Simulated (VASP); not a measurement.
# Sn (I4/mmm) in VASP: notebook

Runs on Sn. Level: PBEsol. Tasks: single point.

Everything below comes from runs of VASP 6.6.1. Logs are shortened: lines on timing, memory, paths and dates and some standing lists are left out, and cuts for length are marked.

## (1) The structure

Symmetry: I4/mmm, No. 139, tetragonal system. Conventional cell: a = 3.566 Å, b = 3.566 Å, c = 4.279 Å, α = 90.00°, β = 90.00°, γ = 90.00°. Around Sn (site symmetry 4/mmm) lie 12 Sn at 3.31 to 3.57 Å.

This isn't the form of Sn at room conditions, which is tetragonal (white tin).

## (2) Single point, PBEsol

INCAR

```
SYSTEM = Sn
PREC = Accurate
ENCUT = 520
EDIFF = 1E-6
ISMEAR = 0
SIGMA = 0.15
LREAL = .FALSE.
LASPH = .TRUE.
NELM = 100
ALGO = Fast
ISIF = 2
LWAVE = .FALSE.
LCHARG = .TRUE.
GGA = PS
LELF = .TRUE.
LVHAR = .TRUE.
NBANDS = 13
```

KPOINTS

```
regular mesh
0
G
  20 20 20
  0 0 0
```

POSCAR

```
Sn
1.0
   -1.7829356241      1.7829356241      2.1395227489
    1.7829356241     -1.7829356241      2.1395227489
    1.7829356241      1.7829356241     -2.1395227489
Sn
1
Direct
    0.0000000000      0.0000000000      0.0000000000
```

Potentials or basis: VASP PAW PBE potentials, release 64 (Sn_d).

Started as:

```bash
cat potpaw_PBE.64/Sn_d/POTCAR > POTCAR
mpirun -np 1 vasp_std > vasp.out
```

OUTCAR:

```text
SYSTEM = Sn
   PREC = Accurate
   ENCUT = 520
   EDIFF = 1E-6
   ISMEAR = 0
   LREAL = .FALSE.
   LASPH = .TRUE.
   NELM = 100
   ISIF = 2
   GGA = PS

 ion  position               nearest neighbor table
   1  0.000  0.000  0.000-

  LATTYP: Found a body centered tetragonal cell.
 ALAT       =     3.5658712482
 C/A-ratio  =     1.2000000000

  Lattice vectors:

 A1 = (  -1.7829356241,   1.7829356241,   2.1395227489)
 A2 = (   1.7829356241,  -1.7829356241,   2.1395227489)
 A3 = (   1.7829356241,   1.7829356241,  -2.1395227489)

Analysis of symmetry for initial positions (statically):
=====================================================================
 Subroutine PRICEL returns:
 Original cell was already a primitive cell.

 Routine SETGRP: Setting up the symmetry group for a
 body centered tetragonal supercell.

 Subroutine GETGRP returns: Found 16 space group operations
 (whereof 16 operations were pure point group operations)
 out of a pool of 16 trial point group operations.

The static configuration has the point symmetry D_4h.

Analysis of symmetry for dynamics (positions and initial velocities):
=====================================================================
 Subroutine PRICEL returns:
 Original cell was already a primitive cell.

 Routine SETGRP: Setting up the symmetry group for a
 body centered tetragonal supercell.

 Subroutine GETGRP returns: Found 16 space group operations
 (whereof 16 operations were pure point group operations)
 out of a pool of 16 trial point group operations.

The dynamic configuration has the point symmetry D_4h.

 Subroutine INISYM returns: Found 16 space group operations
 (whereof 16 operations are pure point group operations),
 and found     1 'primitive' translations

----------------------------------------------------------------------------------------

                                     Primitive cell

  volume of cell :      27.2050

  direct lattice vectors                    reciprocal lattice vectors
    -1.782935624  1.782935624  2.139522749     0.000000000  0.280436373  0.233696978
     1.782935624 -1.782935624  2.139522749     0.280436373  0.000000000  0.233696978
     1.782935624  1.782935624 -2.139522749     0.280436373  0.280436373  0.000000000

  length of vectors
     3.306852956  3.306852956  3.306852956     0.365046349  0.365046349  0.396596922

  position of ions in fractional coordinates (direct lattice)
     0.000000000  0.000000000  0.000000000

  ion indices of the primitive-cell ions
   primitive index   ion index
                 1           1

----------------------------------------------------------------------------------------

 KPOINTS: regular mesh

Automatic generation of k-mesh.
 Grid dimensions read from file:
 generate k-points for:   20   20   20

 Generating k-lattice:

  Cartesian coordinates                     Fractional coordinates (reciprocal lattice)
     0.000000000  0.014021819  0.011684849     0.050000000  0.000000000  0.000000000
     0.014021819  0.000000000  0.011684849     0.000000000  0.050000000  0.000000000
     0.014021819  0.014021819  0.000000000     0.000000000  0.000000000  0.050000000

  Length of vectors
     0.018252317  0.018252317  0.019829846

  Shift w.r.t. Gamma in fractional coordinates (k-lattice)
     0.000000000  0.000000000  0.000000000

 Subroutine IBZKPT returns following result:
 ===========================================

 Found    641 irreducible k-points:

 Following reciprocal coordinates:
            Coordinates               Weight
  0.000000  0.000000  0.000000      1.000000
  0.050000 -0.000000  0.000000      8.000000
  0.100000 -0.000000  0.000000      8.000000
  0.150000 -0.000000  0.000000      8.000000
  0.200000 -0.000000  0.000000      8.000000
  0.250000 -0.000000  0.000000      8.000000
[... 16 lines left out ...]
 -0.400000  0.050000 -0.000000     16.000000
 -0.350000  0.050000 -0.000000     16.000000
 [... further k-points ...]
   k-points           NKPTS =    641   k-points in BZ     NKDIM =    641   number of bands    NBANDS=     13
   number of dos      NEDOS =    301   number of ions     NIONS =      1
   total plane-waves  NPLWV =  21952
   dimension x,y,z NGX =    28 NGY =   28 NGZ =   28
   dimension x,y,z NGXF=    56 NGYF=   56 NGZF=   56
   ions per type =               1
   NGX,Y,Z   is equivalent  to a cutoff of  14.08, 14.08, 14.08 a.u.
   NGXF,Y,Z  is equivalent  to a cutoff of  28.15, 28.15, 28.15 a.u.
 SYSTEM =  Sn
   PREC   = accura    normal or accurate (medium, high low for compatibility)
   ISTART =      0    job   : 0-new  1-cont  2-samecut
   ICHARG =      2    charge: 1-file 2-atom 10-const
   ISPIN  =      1    spin polarized calculation?
   LNONCOLLINEAR =      F non collinear calculations
   LSORBIT =      F    spin-orbit coupling
   LASPH  =      T    aspherical Exc in radial PAW
   ENCUT  =  520.0 eV  38.22 Ry    6.18 a.u.   6.15  6.15  6.15*2*pi/ulx,y,z
   NELM   =    100;   NELMIN=  2; NELMDL= -5     # of ELM steps
   EDIFF  = 0.1E-05   stopping-criterion for ELM
   LREAL  =      F    real-space projection
   EDIFFG = 0.1E-04   stopping-criterion for IOM
   NSW    =      0    number of steps for IOM
   IBRION =     -1    ionic relax: 0-MD 1-quasi-New 2-CG
   NFREE  =      0    steps in history (QN), initial steepest desc. (CG)
   ISIF   =      2    stress and relaxation
   ISYM   =      2    0-nonsym 1-usesym 2-fastsym
   POTIM  = 0.5000    time-step for ionic-motion
   TEBEG  =    0.0;   TEEND  =   0.0 temperature during run
   PSTRESS=    0.0 pullay stress
   NELECT =      14.0000    total number of electrons
   NUPDOWN=      -1.0000    fix difference up-down
   EMIN   =  10.00;   EMAX   =-10.00  energy-range for DOS
   EFERMI =   0.00;   METHOD = LEGACY
   ISMEAR =     0;   SIGMA  =   0.15  broadening in eV -4-tet -1-fermi 0-gaus
   EFERMI_NEDOS =   21; number of points for ismear=-14 and -15
   IALGO  =     68    algorithm
   IMIX   =      4    mixing-type and parameters
     AMIX     =   0.40;   BMIX     =  1.00
     AMIX_MAG =   1.60;   BMIX_MAG =  1.00
  volume/ion in A,a.u.               =      27.20       183.59
  Fermi-wavevector in a.u.,A,eV,Ry     =   1.311902  2.479136 23.416813  1.721087
  Thomas-Fermi vector in A             =   2.442332
   LORBIT       =      0    0 simple, 1 ext, 2 COOP (PROOUT), +10 PAW based schemes
   GGA     = PS    functional components
   LHFCALC =     F    Hartree Fock is set to
   AEXX    =    0.0000 exact exchange contribution
   IVDW    =     0    specifies the selected vdW correction
   LEPSILON=     F    determine dielectric tensor
   LRPA    =     F    only Hartree local field effects (RPA)
 non-spin polarized calculation
 RMM-DIIS sequential band-by-band and
 Gauss-broadening in eV      SIGMA  =   0.15
  energy-cutoff  :      520.00
  volume of cell :       27.20
 maximum number of plane-waves:       750
 NGX is ok and might be reduce to    28
   NGX = 13   NGY = 13   NGZ = 13

 number of electron      14.0000006 magnetization

 Free energy of the ion-electron system (eV)
  ---------------------------------------------------
  ext. energy  EPLUGINS =         0.00000000
  ---------------------------------------------------
  free energy    TOTEN  =        -4.23371748 eV

  energy without entropy =       -4.22711555  energy(sigma->0) =       -4.23041652

 E-fermi :   7.9721     XC(G=0): -10.4987

 val. band max:        7.9710534929   @ k =  -0.2500  -0.3000   0.0500
 cond. band min:       7.9757513611   @ k =  -0.4000   0.2500   0.0500
 fundamental gap:      0.0046978682
 Fermi energy:         7.9721062275

 k-point     1 :       0.0000    0.0000    0.0000
  band No.  band energies     occupation
      1     -13.5173      2.00000
      2     -13.5173      2.00000
      3     -13.4710      2.00000
      4     -13.4301      2.00000
      5     -13.3695      2.00000
      6      -3.1774      2.00000
      7      15.5107      0.00000
      8      15.8167      0.00000
      9      15.8167      0.00000
     10      18.8990      0.00000
     11      19.8632      0.00000
     12      19.8632      0.00000
     13      20.5201      0.00000

 k-point     2 :       0.0500   -0.0000    0.0000
  band No.  band energies     occupation
      1     -13.5156      2.00000
      2     -13.5149      2.00000
      3     -13.4699      2.00000
      4     -13.4300      2.00000
      5     -13.3704      2.00000
      6      -3.1253      2.00000
      7      15.0683      0.00000
      8      15.6277      0.00000
      9      15.6577      0.00000
     10      18.5114      0.00000
     11      20.0102      0.00000
     12      20.2378      0.00000
     13      20.9424      0.00000

 k-point     3 :       0.1000   -0.0000    0.0000
  band No.  band energies     occupation
      1     -13.5109      2.00000
      2     -13.5099      2.00000
      3     -13.4648      2.00000
      4     -13.4299      2.00000
      5     -13.3729      2.00000
      6      -2.9690      2.00000
      7      13.7577      0.00000
      8      15.2595      0.00000
      9      15.4749      0.00000
     10      18.1716      0.00000
     11      20.0461      0.00000
     12      20.4468      0.00000
     13      20.7321      0.00000

 k-point     4 :       0.1500   -0.0000    0.0000
  band No.  band energies     occupation
      1     -13.5072      2.00000
      2     -13.5043      2.00000
      3     -13.4518      2.00000
      4     -13.4297      2.00000
      5     -13.3761      2.00000
      6      -2.7082      2.00000
      7      12.1893      0.00000
      8      14.7546      0.00000
      9      15.2844      0.00000
     10      17.9684      0.00000
     11      19.5483      0.00000
     12      19.9359      0.00000
     13      21.0741      0.00000

 k-point     5 :       0.2000   -0.0000    0.0000
  band No.  band energies     occupation
      1     -13.5087      2.00000
      2     -13.4976      2.00000
      3     -13.4302      2.00000
      4     -13.4295      2.00000
      5     -13.3788      2.00000
      6      -2.3431      2.00000
      7      10.5890      0.00000
      8      14.2320      0.00000
      9      15.0627      0.00000
     10      17.8269      0.00000
     11      18.9815      0.00000
     12      19.4331      0.00000
     13      21.5923      0.00000
[... 257 lines left out ...]
 k-point    22 :      -0.4500    0.0500   -0.0000
  band No.  band energies     occupation
      1     -13.5277      2.00000
      2     -13.4907      2.00000
      3     -13.4335      2.00000
      4     -13.3634      2.00000
      5     -13.3239      2.00000
      6       0.5777      2.00000
      7       4.3024      2.00000
      8      12.3055      0.00000
      9      13.8926      0.00000
     10      17.3728      0.00000
     11      17.6619      0.00000
     12      18.8547      0.00000
     13      22.7865      0.00000

 k-point    23 :      -0.4000    0.0500   -0.0000
  band No.  band energies     occupation
      1     -13.5246      2.00000
      2     -13.4895      2.00000
      3     -13.4322      2.00000
      4     -13.3679      2.00000
      5     -13.3399      2.00000
      6      -0.1716      2.00000
      7       5.4476      2.00000
      8      12.5522      0.00000
      9      13.9987      0.00000
     10      17.5198      0.00000
     11      17.6559      0.00000
     12      18.7210      0.00000
     13      23.3965      0.00000

 k-point    24 :      -0.3500    0.0500   -0.0000
  band No.  band energies     occupation
      1     -13.5203      2.00000
      2     -13.4894      2.00000
      3     -13.4303      2.00000
      4     -13.3748      2.00000
      5     -13.3602      2.00000
      6      -0.8808      2.00000
      7       6.7557      2.00000
      8      12.8877      0.00000
      9      14.1674      0.00000
     10      17.6829      0.00000
     11      17.7028      0.00000
     12      18.7631      0.00000
     13      23.8712      0.00000

 [... further k-points ...]

------------------------ aborting loop because EDIFF is reached ----------------------------------------

  FORCE on cell =-STRESS in cart. coord.  units (eV):
  Direction    XX          YY          ZZ          XY          YZ          ZX
  --------------------------------------------------------------------------------------
  -------------------------------------------------------------------------------------
  Total       -0.2843342     -0.2843342     -0.2692943      0.0000000      0.0000000      0.0000000
  in kB      -16.7452453    -16.7452453    -15.8594989      0.0000000      0.0000000      0.0000000
  external PRESSURE =     -16.4499965 kB  Pullay stress =       0.0000000 kB

 VOLUME and BASIS-vectors are now :
 -----------------------------------------------------------------------------
  energy-cutoff  :      520.00
  volume of cell :       27.20
      direct lattice vectors                 reciprocal lattice vectors
    -1.782935624  1.782935624  2.139522749     0.000000000  0.280436373  0.233696978
     1.782935624 -1.782935624  2.139522749     0.280436373  0.000000000  0.233696978
     1.782935624  1.782935624 -2.139522749     0.280436373  0.280436373  0.000000000

 POSITION                                       TOTAL-FORCE (eV/Angst)
 -----------------------------------------------------------------------------------
      0.00000      0.00000      0.00000         0.000000     -0.000000      0.000000
 -----------------------------------------------------------------------------------
    total drift:                               -0.000000     -0.000000     -0.000000

  FREE ENERGIE OF THE ION-ELECTRON SYSTEM (eV)
  ---------------------------------------------------
  free  energy   TOTEN  =        -4.2337174813 eV

  energy  without entropy=       -4.2271155509  energy(sigma->0) =       -4.23041652
```

Wall time 4.6 min (1 thread of Intel Xeon Platinum 8375C at 2.90GHz (Ice Lake), shared host); peak memory 0.32 GiB.

What came out:

| Quantity | Value |
| --- | --- |
| Free energy | -4.2337 eV |
| Pressure | -1.6 GPa |
| Band gap on the k mesh | none (metal or under the smearing width) |

Caveat: the PAW data sets were made with another functional, which shifts forces and pressure a little.

## (3) Single point, PBEsol

INCAR

```
SYSTEM = Sn
ALGO = Fast ; EDIFF = 1E-6
ENCUT = 520 ; GGA = PS
ISIF = 2 ; ISMEAR = 0
LASPH = .TRUE. ; LCHARG = .FALSE.
LREAL = .FALSE. ; LWAVE = .FALSE.
NBANDS = 13 ; NELM = 100
PREC = Accurate ; SIGMA = 0.15
```

KPOINTS

```
k-points
0
G
  20 20 20
  0 0 0
```

POSCAR

```
Sn
1.0
   -1.8354047422      1.8354047422      2.0189452164
    1.8354047422     -1.8354047422      2.0189452164
    1.8354047422      1.8354047422     -2.0189452164
Sn
1
Direct
    0.0000000000      0.0000000000      0.0000000000
```

Potentials or basis: VASP PAW PBE potentials, release 64 (Sn_d).

Started as:

```bash
cat potpaw_PBE.64/Sn_d/POTCAR > POTCAR
mpirun -np 1 vasp_std > vasp.out
```

Run time: 1.9 min. Hardware: 1 thread of Intel Xeon Platinum 8375C at 2.90GHz (Ice Lake), shared host; peak memory 0.3 GiB.

Results (log left out):

```
Free energy            : -4.2316 eV
Pressure               : -1.9 GPa
Band gap on the k mesh : none (metal or under the smearing width)
```

Stress tensor (GPa, compression positive):
```
-2.06  0.00  0.00
 0.00 -2.06  0.00
 0.00  0.00 -1.47
```

Levels at points of the mesh, in eV from the Fermi level:
| k point | band 3 | band 4 | band 5 | band 6 | band 7 | band 8 | band 9 | band 10 | band 11 | band 12 |
| --- | --- | --- | --- | --- | --- | --- | --- | --- | --- | --- |
| (0.00, 0.00, 0.00) | -21.43 | -21.34 | -21.30 | -11.10 | 7.66 | 7.98 | 7.98 | 11.41 | 12.22 | 12.22 |
| (0.50, 0.00, 0.00) | -21.34 | -21.31 | -21.24 | -6.60 | -4.51 | 4.04 | 5.93 | 8.47 | 8.81 | 13.05 |
| (0.50, 0.50, 0.00) | -21.31 | -21.30 | -21.22 | -6.02 | -4.24 | 2.92 | 4.37 | 7.06 | 7.33 | 16.75 |
| (0.50, 0.50, 0.50) | -21.26 | -21.24 | -21.24 | -2.76 | -1.57 | 0.14 | 0.14 | 3.71 | 4.30 | 18.36 |

Caveat: the PAW data sets were made with another functional, which shifts forces and pressure a little.
